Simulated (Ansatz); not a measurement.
# CuO (P4/nmm) in Ansatz: a series of runs

Runs on CuO. Level: PBEsol. Tasks: single point, equation of state.

All numbers are computed with Ansatz 0.2.0; they aren't measurements. Logs are shortened: lines on timing, memory, paths and dates and some standing lists are left out, and cuts for length are marked.

## Step 1: Starting point

Symmetry: P4/nmm, No. 129, tetragonal system. Conventional cell: a = 3.175 Å, b = 3.175 Å, c = 4.650 Å, α = 90.00°, β = 90.00°, γ = 90.00°. Cu (site symmetry -4m2) is surrounded by 4 O at 2.02 Å and 4 Cu at 2.25 Å. Around O (site symmetry 4mm) lie 4 Cu at 2.02 Å.

The cell was built by a generator and needn't be a form met in nature.

## Step 2: Single point, PBEsol, 11.02 Å³/atom (volume scaled by 0.94)

File input.yaml:

```yaml
crystal:
  lattice:
    - [3.1106712801, 0.0, 0.0]
    - [0.0, 3.1106712801, 0.0]
    - [0.0, 0.0, 4.5546168319]
  atoms:
    - { symbol: Cu, position: [0.0, 0.0, 0.0] }
    - { symbol: Cu, position: [0.5, 0.5, 0.0] }
    - { symbol: O, position: [0.5, 0.0, 0.267] }
    - { symbol: O, position: [0.0, 0.5, 0.733] }
hamiltonian:
  xc: pbesol
  pseudopotentials: { kind: paw }
kpoints:
  mp_grid: { grid: [8, 8, 6] }
scf:
  occupations: { method: fermi_dirac, width: 0.05 }
output:
  forces: true
  stress: true
  eigenvalues: true
```

Potentials or basis: Ansatz PAW.

Run with:

```sh
$ ansatz run input.yaml --threads 2 --pin off --max-ram 5632MiB --backend cpu --events-out ev --progress --plain --runs-dir out
```

Log:

```text
Warning: RAYON_NUM_THREADS=2 ignored (pool sized by the plan → 2); use --threads N
Engine: ansatz 0.2.0, aarch64-unknown-linux-gnu
Pseudopotentials: kind: paw
Pseudopotential: Cu, paw, valence charge 19, recommended cutoff 420 eV (normal), Cu.paw.azcp
Pseudopotential: O, paw, valence charge 6, recommended cutoff 420 eV (normal), O.paw.azcp
Functional definition: PBEsol
  exchange = pbesol_x
  correlation = pbesol_c
Crystal: 4 atoms, lattice volume = 44.072 Å³
Basis set: ecut = 420 eV, 879 PW (Γ), exchange–correlation on 48×48×64 points (8 copies of the dense FFT grid, shifted against one another)
Bands: 30, of which v1, the nominal top of the filled ones, is band 25 counted from 1 (24 counted from 0)
Symmetry: 16 space group operations
Space group: P4/nmm (ITA 129), of the structure as read, at distance tolerance 3.5e-5 Å
k-points: 60 of 384
Non-local potential: Cu, projectors of the file, l = 0: 3, l = 1: 2, l = 2: 3, l = 3: 1
Non-local potential: O, projectors of the file, l = 0: 2, l = 1: 2, l = 2: 1
PAW form: soft (Blöchl's): semilocal exchange-correlation on the pseudo side does not see the compensation charge
PAW frozen core: Cu, regenerated for the run's functional, and the local potential with it (the file was generated under x = pbe(κ = 0.804, μ = 0.2195149727645171), c = pbe(β = 0.06672455060314922))
PAW frozen core: O, regenerated for the run's functional, and the local potential with it (the file was generated under x = pbe(κ = 0.804, μ = 0.2195149727645171), c = pbe(β = 0.06672455060314922))
PAW one-centre angular grid: Cu, 590 points (default); XC on 64 Gauss nodes
PAW one-centre angular grid: O, 110 points (default); XC on 64 Gauss nodes
Initial density: superposition of atomic densities (neutral atoms: chi_scale 0, normalization atom), corrected by the library's trained network
Initial wavefunctions: pseudopotential atomic-orbital guess
Functional: x = pbesol(κ = 0.804, μ = 0.12345679012345678), c = pbesol(β = 0.046)
SCF iter   1: F=—  HF=-14292.781017 eV  |F-HF|=—  |Δ(HF+E_count)|=         —  Δρ=2.38e-2  dr2=2.48e-1  ethr=1.77e-3  ⟨swp⟩=6.1  Hψ=7065  notcnv=0
preconditioner: auto → LDOS  [metal: Δε(μ)=0.031 eV  Ē_g=11.343 eV  σ=0.050 eV  W_gap=0.15  n_scr=16 (ndim 8)  ℏωp=32.6 eV  f_vac=0.207  D(μ)=5.76/eV (n_scr^D=90)  β→1.0]
SCF iter   2: F=—  HF=-14292.774069 eV  |F-HF|=—  |Δ(HF+E_count)|=   6.95e-3  Δρ=2.66e-2  dr2=2.02e-1  ethr=4.95e-4  ⟨swp⟩=2.0  Hψ=3340  notcnv=0
SCF iter   3: F=—  HF=-14292.747739 eV  |F-HF|=—  |Δ(HF+E_count)|=   2.63e-2  Δρ=1.35e-2  dr2=8.69e-2  ethr=4.05e-4  ⟨swp⟩=2.0  Hψ=2774  notcnv=0
SCF iter   4: F=—  HF=-14292.748515 eV  |F-HF|=—  |Δ(HF+E_count)|=   7.75e-4  Δρ=1.47e-2  dr2=7.00e-2  ethr=1.74e-4  ⟨swp⟩=2.9  Hψ=2936  notcnv=0
SCF iter   5: F=—  HF=-14292.736000 eV  |F-HF|=—  |Δ(HF+E_count)|=   1.25e-2  Δρ=2.45e-3  dr2=2.22e-3  ethr=1.40e-4  ⟨swp⟩=2.3  Hψ=2751  notcnv=0
SCF iter   6: F=—  HF=-14292.735688 eV  |F-HF|=—  |Δ(HF+E_count)|=   3.12e-4  Δρ=3.43e-4  dr2=4.25e-5  ethr=4.43e-6  ⟨swp⟩=2.2  Hψ=3167  notcnv=0
SCF iter   7: F=—  HF=-14292.735738 eV  |F-HF|=—  |Δ(HF+E_count)|=   4.96e-5  Δρ=9.64e-5  dr2=4.35e-6  ethr=8.51e-8  ⟨swp⟩=2.0  Hψ=2748  notcnv=0
SCF iter   8: F=-14292.735738 eV  HF=-14292.735738 eV  |F-HF|=1.18e-8  |Δ(HF+E_count)|=   3.18e-7  Δρ=7.18e-6  dr2=1.45e-8  ethr=2.00e-10  ⟨swp⟩=4.0  Hψ=8240  notcnv=0
SCF 1 converged in 8 iterations: F = -14292.735738 eV  dr2 = 1.45e-8
SCF converged after 8 iterations
Free energy (F): -14292.735738 eV
Harris-Foulkes:  -14292.735738 eV  (|F-HF|=1.18e-8)
Internal energy: -14292.682299 eV  (E = F + TS)
E sigma→0 (E₀):  -14292.709018 eV
Entropy (-TS):   -0.053438 eV (-13.360 meV/atom)
Fermi energy:    9.661675 eV
--- Per-component energies (eV) ---
  E_band       = -974.145963
  E_kinetic    = 944.344413
  E_local      = -12383.377557  (includes V_loc(G=0)·N_el)
  E_nonlocal   = 886.772968
  E_hartree    = 5479.943566
  E_xc         = -322.555547
  E_vxc        = -416.167752  (∫ρ·V_xc dr)
  E_paw        = -3554.875969  (= ΣΔE_a)
  E_vpaw       = -965.609388  (= ΣTr[D̂ρ^β])
  E_aug_tail   = 0.005411  (compensation charges beyond the density's cutoff)
  E_ewald      = -5343.422564
  E_core_change = 0.482980  (= ΣΔE_core)
  E_smearing   = -0.053438  (= −TS)
  E_closure    = 0.000000  (closes the sum)
  Σ components = -14292.735738   (vs F -14292.735738, Δ=0.00e0)
--- Forces (eV/Å), atoms counted from 1 ---
  atom   1  Cu     0.00000000     0.00000000     0.00000000
  atom   2  Cu     0.00000000     0.00000000    -0.00000000
  atom   3  O      0.00000000     0.00000000    -0.52955658
  atom   4  O      0.00000000     0.00000000     0.52955658
  max |Σ_I F_I| component: 1.11e-16 eV/Å
--- Stress (GPa, compression-positive) ---
       36.381461       0.000000       0.000000
        0.000000      36.381461       0.000000
        0.000000       0.000000      -6.861761
  P = ⅓ Tr σ = 21.9671 GPa (219.671 kbar)
--- Band table (eV; the first three rows and the last of 60) ---
  k-point 0: bands = ["-102.7146", "-102.6419", "-60.3699", "-60.3699", "-60.2320", "-60.1709", "-60.1029", "-60.1029", "-9.2935", "-8.3393", "2.7771", "3.7567", "4.2830", "4.2830", "4.7225", "5.7019", "5.7019", "7.6790", "7.6849", "8.3181", "8.4932", "8.4932", "9.1734", "9.2652", "10.1328", "10.1328", "10.7564", "16.1372", "20.9253", "20.9254"]
  k-point 1: bands = ["-102.7146", "-102.6419", "-60.3699", "-60.3699", "-60.2320", "-60.1709", "-60.1029", "-60.1029", "-9.2443", "-8.3941", "2.8181", "3.6675", "4.2505", "4.2505", "4.7226", "5.7481", "5.7481", "7.6918", "7.6945", "8.3181", "8.5199", "8.5199", "9.0591", "9.1735", "10.0868", "10.0868", "11.2134", "15.9867", "20.9236", "20.9236"]
  k-point 2: bands = ["-102.7146", "-102.6418", "-60.3699", "-60.3699", "-60.2319", "-60.1709", "-60.1029", "-60.1029", "-9.1195", "-8.5303", "2.9491", "3.4409", "4.1908", "4.1908", "4.7229", "5.8343", "5.8343", "7.7038", "7.7057", "8.3181", "8.5804", "8.5804", "8.8489", "9.1735", "9.9881", "9.9881", "12.0258", "15.5919", "20.9204", "20.9204"]
  k-point 59: bands = ["-102.6777", "-102.6777", "-60.4064", "-60.4064", "-60.2004", "-60.2004", "-60.0773", "-60.0773", "-8.2811", "-8.2811", "3.4033", "3.4033", "5.1058", "5.1058", "5.6650", "5.6650", "6.0979", "6.0979", "6.5509", "6.5509", "7.7081", "7.7081", "7.8894", "7.8894", "9.3811", "9.3811", "16.3227", "16.3227", "19.4517", "19.4517"]
```

Run time: 2.1 s. Hardware: 2 threads of Arm Neoverse V2, shared host; peak memory 0.34 GiB.

Results:

```yaml
Free_energy: -14292.7357 eV
Pressure: 22.0 GPa
Largest_force: 0.530 eV/Å
Band_gap_on_the_k_mesh: none (metal or under the smearing width)
```

Caveat: the pressure holds a Pulay correction of +0.7 GPa for the finite cutoff; the run has no spin polarisation, though such a crystal can be magnetic; semilocal functionals often make such compounds metallic where correlation or magnetic order opens a gap, which also shifts bond lengths; the PAW data sets come from PBE, with cores solved anew for the run's functional, which leaves a small shift of forces and pressure.

## Step 3: Single point, PBEsol, 11.25 Å³/atom (volume scaled by 0.96)

Changes to input.yaml since step 2:

```diff
@@ -2,5 +2,5 @@
   lattice:
-    - [3.1106712801, 0.0, 0.0]
-    - [0.0, 3.1106712801, 0.0]
-    - [0.0, 0.0, 4.5546168319]
+    - [3.1325781376, 0.0, 0.0]
+    - [0.0, 3.1325781376, 0.0]
+    - [0.0, 0.0, 4.5866926551]
   atoms:
```

Potentials or basis: Ansatz PAW.

Run with:

```sh
$ ansatz run input.yaml --threads 2 --pin off --max-ram 5632MiB --backend cpu --events-out ev --progress --plain --runs-dir out
```

Run time: 2.1 s. Hardware: 2 threads of Arm Neoverse V2, shared host; peak memory 0.34 GiB.

It converged, with:

| Quantity | Value |
| --- | --- |
| Free energy | -14292.8509 eV |
| Pressure | 17.5 GPa |
| Largest force | 0.817 eV/Å |
| Band gap on the k mesh | none (metal or under the smearing width) |

Caveat: the pressure holds a Pulay correction of +0.7 GPa for the finite cutoff; the run has no spin polarisation, though such a crystal can be magnetic; semilocal functionals often make such compounds metallic where correlation or magnetic order opens a gap, which also shifts bond lengths; the PAW data sets come from PBE, with cores solved anew for the run's functional, which leaves a small shift of forces and pressure.

## Step 4: Single point, PBEsol, 11.49 Å³/atom (volume scaled by 0.98)

Changes to input.yaml since step 3:

```diff
@@ -2,5 +2,5 @@
   lattice:
-    - [3.1325781376, 0.0, 0.0]
-    - [0.0, 3.1325781376, 0.0]
-    - [0.0, 0.0, 4.5866926551]
+    - [3.1541828075, 0.0, 0.0]
+    - [0.0, 3.1541828075, 0.0]
+    - [0.0, 0.0, 4.6183260179]
   atoms:
```

Run with:

```sh
$ ansatz run input.yaml --threads 2 --pin off --max-ram 5632MiB --backend cpu --events-out ev --progress --plain --runs-dir out
```

Wall time 2.1 s (2 threads of Arm Neoverse V2, shared host); peak memory 0.34 GiB.

It converged, with:

* Free energy: -14292.9414 eV
* Pressure: 13.5 GPa
* Largest force: 1.080 eV/Å
* Band gap on the k mesh: none (metal or under the smearing width)

Caveat: the pressure holds a Pulay correction of +0.7 GPa for the finite cutoff; the run has no spin polarisation, though such a crystal can be magnetic; semilocal functionals often make such compounds metallic where correlation or magnetic order opens a gap, which also shifts bond lengths; the PAW data sets come from PBE, with cores solved anew for the run's functional, which leaves a small shift of forces and pressure; forces of over 1 eV/Å show positions far from the minimum, so gaps and moduli don't describe the material at rest.

## Step 5: Single point, PBEsol, 11.72 Å³/atom

Changes to input.yaml since step 4:

```diff
@@ -2,5 +2,5 @@
   lattice:
-    - [3.1541828075, 0.0, 0.0]
-    - [0.0, 3.1541828075, 0.0]
-    - [0.0, 0.0, 4.6183260179]
+    - [3.1754955, 0.0, 0.0]
+    - [0.0, 3.1754955, 0.0]
+    - [0.0, 0.0, 4.64953187]
   atoms:
```

Run with:

```sh
$ ansatz run input.yaml --threads 2 --pin off --max-ram 5632MiB --backend cpu --events-out ev --progress --plain --runs-dir out
```

Run time: 2.2 s. Hardware: 2 threads of Arm Neoverse V2, shared host; peak memory 0.34 GiB.

The run converged. Its results:

```
Free energy            : -14293.0095 eV
Pressure               : 9.9 GPa
Largest force          : 1.322 eV/Å
Band gap on the k mesh : none (metal or under the smearing width)
```

Caveat: the pressure holds a Pulay correction of +0.7 GPa for the finite cutoff; the run has no spin polarisation, though such a crystal can be magnetic; semilocal functionals often make such compounds metallic where correlation or magnetic order opens a gap, which also shifts bond lengths; the PAW data sets come from PBE, with cores solved anew for the run's functional, which leaves a small shift of forces and pressure; forces of over 1 eV/Å show positions far from the minimum, so gaps and moduli don't describe the material at rest.

## Step 6: Single point, PBEsol, 11.96 Å³/atom (volume scaled by 1.02)

Changes to input.yaml since step 5:

```diff
@@ -2,5 +2,5 @@
   lattice:
-    - [3.1754955, 0.0, 0.0]
-    - [0.0, 3.1754955, 0.0]
-    - [0.0, 0.0, 4.64953187]
+    - [3.1965258844, 0.0, 0.0]
+    - [0.0, 3.1965258844, 0.0]
+    - [0.0, 0.0, 4.6803243692]
   atoms:
```

Potentials or basis: Ansatz PAW.

Run with:

```sh
$ ansatz run input.yaml --threads 2 --pin off --max-ram 5632MiB --backend cpu --events-out ev --progress --plain --runs-dir out
```

It took 2.2 s on 2 threads of Arm Neoverse V2, shared host; peak memory 0.35 GiB.

Results (log left out):

| Quantity | Value |
| --- | --- |
| Free energy | -14293.0580 eV |
| Pressure | 6.7 GPa |
| Largest force | 1.543 eV/Å |
| Band gap on the k mesh | none (metal or under the smearing width) |

Caveat: the pressure holds a Pulay correction of +0.7 GPa for the finite cutoff; the run has no spin polarisation, though such a crystal can be magnetic; semilocal functionals often make such compounds metallic where correlation or magnetic order opens a gap, which also shifts bond lengths; the PAW data sets come from PBE, with cores solved anew for the run's functional, which leaves a small shift of forces and pressure; forces of over 1 eV/Å show positions far from the minimum, so gaps and moduli don't describe the material at rest.

## Step 7: Single point, PBEsol, 12.19 Å³/atom (volume scaled by 1.04)

Changes to input.yaml since step 6:

```diff
@@ -2,5 +2,5 @@
   lattice:
-    - [3.1965258844, 0.0, 0.0]
-    - [0.0, 3.1965258844, 0.0]
-    - [0.0, 0.0, 4.6803243692]
+    - [3.2172831276, 0.0, 0.0]
+    - [0.0, 3.2172831276, 0.0]
+    - [0.0, 0.0, 4.7107169375]
   atoms:
```

Run with:

```sh
$ ansatz run input.yaml --threads 2 --pin off --max-ram 5632MiB --backend cpu --events-out ev --progress --plain --runs-dir out
```

Run time: 2.3 s. Hardware: 2 threads of Arm Neoverse V2, shared host; peak memory 0.35 GiB.

The run converged. Its results:

- Free energy: -14293.0881 eV
- Pressure: 3.8 GPa
- Largest force: 1.745 eV/Å
- Band gap on the k mesh: none (metal or under the smearing width)

Caveat: the pressure holds a Pulay correction of +0.7 GPa for the finite cutoff; the run has no spin polarisation, though such a crystal can be magnetic; semilocal functionals often make such compounds metallic where correlation or magnetic order opens a gap, which also shifts bond lengths; the PAW data sets come from PBE, with cores solved anew for the run's functional, which leaves a small shift of forces and pressure; forces of over 1 eV/Å show positions far from the minimum, so gaps and moduli don't describe the material at rest.

## Step 8: Single point, PBEsol, 12.42 Å³/atom (volume scaled by 1.06)

Changes to input.yaml since step 7:

```diff
@@ -2,5 +2,5 @@
   lattice:
-    - [3.2172831276, 0.0, 0.0]
-    - [0.0, 3.2172831276, 0.0]
-    - [0.0, 0.0, 4.7107169375]
+    - [3.2377759293, 0.0, 0.0]
+    - [0.0, 3.2377759293, 0.0]
+    - [0.0, 0.0, 4.7407223129]
   atoms:
```

Run with:

```sh
$ ansatz run input.yaml --threads 2 --pin off --max-ram 5632MiB --backend cpu --events-out ev --progress --plain --runs-dir out
```

Run time: 2.2 s. Hardware: 2 threads of Arm Neoverse V2, shared host; peak memory 0.35 GiB.

The run converged. Its results:

```yaml
Free_energy: -14293.1026 eV
Pressure: 1.2 GPa
Largest_force: 1.931 eV/Å
Band_gap_on_the_k_mesh: none (metal or under the smearing width)
```

Caveat: the pressure holds a Pulay correction of +0.6 GPa for the finite cutoff; the run has no spin polarisation, though such a crystal can be magnetic; semilocal functionals often make such compounds metallic where correlation or magnetic order opens a gap, which also shifts bond lengths; the PAW data sets come from PBE, with cores solved anew for the run's functional, which leaves a small shift of forces and pressure; forces of over 1 eV/Å show positions far from the minimum, so gaps and moduli don't describe the material at rest.

## Step 9: Equation of state, PBEsol

Potentials or basis: Ansatz PAW.

No new run: the results of the series are fitted here.

What came out:

| Item | Value |
| --- | --- |
| Equilibrium volume | 12.54 Å³/atom (rough: see the caveat) |
| Bulk modulus at fixed shape and positions | 125 GPa (rough) |

Energy against volume, from the lowest point:
```csv
volume (Å³/atom),energy (meV/atom)
11.018,91.71
11.252,62.91
11.487,40.30
11.721,23.28
11.956,11.15
12.190,3.62
12.424,0.00
```

Caveat: the minimum lies outside the volumes run; the cell was scaled at fixed shape and fractional positions, which overstates the stiffness of a crystal with free parameters, most of all of layers and chains; the run has no spin polarisation, though such a crystal can be magnetic.
